**Question.** The table gives energy levels of body-centred cubic tungsten at several wave vectors, counted from the Fermi energy. "Level under 1" is the highest occupied level and "level over 1" the lowest empty one; the columns do not follow bands. Points a, b and c are coordinates along the reciprocal cell vectors: Γ is (0, 0, 0), N is (½, 0, 0) and H is (½, ½, ½). Call (0.5833, 0.4167, 0.4167) point D; by symmetry it lies five sixths of the way from Γ to H. The levels come from the program exciting (release sodium), with the PBE functional and without spin-orbit coupling. Predict the levels at D and H, with error bars.

Energy levels of body-centred cubic tungsten (15.85 Å³ per atom), counted from the Fermi energy, computed with exciting (release sodium) using the PBE functional and all-electron LAPW+lo. The runs use a 12×12×12 k mesh, Gaussian smearing of 0.022 eV and rgkmax 9, without spin polarisation or spin-orbit coupling.

```tsv
point a (reciprocal cell vector)	point b (reciprocal cell vector)	point c (reciprocal cell vector)	level under 4 (eV)	level under 3 (eV)	level under 2 (eV)	level under 1 (eV)	level over 1 (eV)	level over 2 (eV)
0.0000	0.0000	0.0000	-9.535	-1.143	-1.143	-1.143	2.352	2.352
0.5000	0.0000	0.0000	-28.184	-28.161	-6.180	-3.480	0.812	2.243
0.0833	0.0833	0.0833	-28.141	-7.722	-2.073	-2.073	1.164	2.087
0.1667	0.1667	0.1667	-28.163	-4.095	-3.264	-3.264	2.894	2.894
0.5833	0.5833	0.2500	-28.178	-4.508	-4.508	-0.816	3.579	3.579
0.5833	0.4167	0.4167	?	?	?	?	?	?
0.5000	0.5000	0.5000	?	?	?	?	?	?
```

**Model answer.** Begin with Γ, where the electron wave has the same phase on every atom. The threefold level at -1.143 eV and the twofold level at 2.352 eV are the five d orbitals, split by the cubic surroundings. The single level at -9.535 eV is the bonding s level. Entries near -28 eV are 4f semicore levels; these assignments rest on degeneracy and known energy ranges.

At H the wave changes sign between the cube corners and the cube centres. Each atom's eight nearest neighbours therefore act with reversed sign, while its six second neighbours act as they did at Γ. Bonding through the nearest neighbours becomes antibonding, and the reverse. The same reversal should occur in body-centred molybdenum, over a somewhat narrower energy range because 4d orbitals overlap less.

A d-only hopping model turns this into numbers. Let the strengths for σ, π and δ overlap stand in the canonical ratio -6 : 4 : -1 and fall with the fifth power of distance. The standard angular factors then give these shifts at Γ, in model units:

- Triplet: nearest neighbours 8(-2 + 8/9 - 4/9) = -12.4; second neighbours (√3/2)⁵ × 14 = 6.8.
- Doublet: nearest neighbours 8(8/3 - 1/3) = 18.7; second neighbours (√3/2)⁵ × (-21) = -10.2.

The doublet thus lies (18.7 - 10.2) - (-12.4 + 6.8) = 14.1 units above the triplet. The calculated splitting is 3.495 eV, so one unit is 0.2486 eV, taken before rounding. Going to H reverses only the nearest-neighbour parts:

- Triplet: -1.143 + 2 × 12.4 × 0.2486 ≈ 5.0 eV.
- Doublet: 2.352 - 2 × 18.7 × 0.2486 ≈ -6.9 eV.

The order has turned over. One correcting factor for lower levels and one for upper levels, fitted to the five known points, Γ included, leave the doublet where it is and bring the triplet to 4.7 eV. At N the fit passes over the lowest valence level, into which s character mixes. The typical misfit is about 0.25 eV, but H lies beyond the fitted energies, so the error bar is three times the leave-one-out error, or 1.1 eV.

The forecasts are:

- **H:** an occupied doublet at -6.9 ± 1.1 eV and an empty triplet at 4.7 ± 1.1 eV.
- **D:** the lowest valence level at -6.2 ± 1.1 eV and the second empty level at 3.9 ± 1.1 eV. The two occupied valence levels lie less than 1 eV apart, and the two listed empty levels are equal.
- **Both:** only two occupied valence levels, because the s level, bonding at Γ, becomes antibonding and should be empty. Levels under 3 and under 4 are then 4f, at -28.2 ± 0.1 eV.

The model contains no s or p states. At D these could push one occupied level down, or place a single empty level below the pair.

The withheld rows as computed:

```tsv
point a (reciprocal cell vector)	point b (reciprocal cell vector)	point c (reciprocal cell vector)	level under 4 (eV)	level under 3 (eV)	level under 2 (eV)	level under 1 (eV)	level over 1 (eV)	level over 2 (eV)
0.5833	0.4167	0.4167	-28.178	-28.178	-5.391	-5.235	3.258	3.258
0.5000	0.5000	0.5000	-28.177	-28.177	-5.743	-5.743	5.264	5.264
```

**Remarks on the reasoning.** The levels at H agree with the reversal: a doublet lies at -5.743 eV, and two equal empty levels lie at 5.264 eV. The columns end there, but a third equal level is expected: an equal pair on the line from Γ, like the one at D, must join a threefold level at H. Its d character is taken from the model, since a p triplet would look the same in this table. The separation is 11.0 eV against a forecast of 11.6 eV, which supports the picture of neighbour phases but does not prove it. The positions are less good. The triplet was placed 0.5 eV too low, inside its bar, and the doublet 1.2 eV too deep, just outside.

A possible reason for the doublet's miss is that the model treats orbitals on different atoms as if they did not overlap. Overlap makes bonding levels less deep and antibonding levels higher, which is the direction of both misses at H. Its size here is untested, but a wrong energy unit alone could not explain both misses: a smaller unit would raise the doublet and lower the triplet.

At D both energies fall within their bars, though the lower level was placed 0.8 eV too deep and the upper one 0.6 eV too high. The empty pair is indeed equal, but it climbs 2.0 eV from D to H, where the forecast allowed 0.8 eV. Mixing with higher p states may explain this: it can push the pair down at D, while inversion symmetry forbids it at H.

The two occupied valence levels at D are 0.16 eV apart, within the forecast limit. Spin-orbit coupling, left out here, should split the empty pair by tenths of an eV. It should hardly change the occupied pair, because it has no first-order effect within the cubic doublet from which these two levels come. The printed output below lists the fits and every miss.

The analysis program printed:

```
d splitting at Gamma, eV: 3.495
model d splitting at H over that at Gamma, ratio: 3.425
fit of dlow on 5 rows: coefficient of mlow 0.996 +/- 0.041; rms 0.254, worst 0.5 -0.426, leave-one-out rms 0.38
  rows outside the fit (model, value, miss): 0.5833 -6.161, -5.391, -0.77; 0.5 -6.9, -5.743, -1.16
fit of level_over_2 on 5 rows: coefficient of mup 0.9376 +/- 0.042; rms 0.242, worst 0.1667 -0.375, leave-one-out rms 0.354
  rows outside the fit (model, value, miss): 0.5833 3.887, 3.258, 0.629; 0.5 4.729, 5.264, -0.535
error bar of lower level, eV: 1.14
error bar of upper level, eV: 1.063
model gap between the two occupied d levels in row 6, eV: 0.605
Ranges, misses and gaps in eV:
     row  low from    low to  up from  up to  low miss   up miss  occupied gap  empty gap
     0.0    -2.279  0.001764    1.142  3.269  0.004571   -0.1467             0          0
     0.5    -5.046    -2.766    1.106  3.232   -0.4259  -0.07391           2.7      1.431
  0.0833    -3.245   -0.9643    1.044  3.171  -0.03147   0.02042             0      0.923
  0.1667    -4.344    -2.063    1.456  3.583   0.06045   -0.3748             0          0
  0.5833    -5.278    -2.998    2.868  4.995      0.37    0.3523         3.692          0
  0.5833    -7.301     -5.02    2.823   4.95   -0.7696    0.6287         0.156          0
     0.5     -8.04     -5.76    3.665  5.792    -1.157   -0.5353             0          0
```
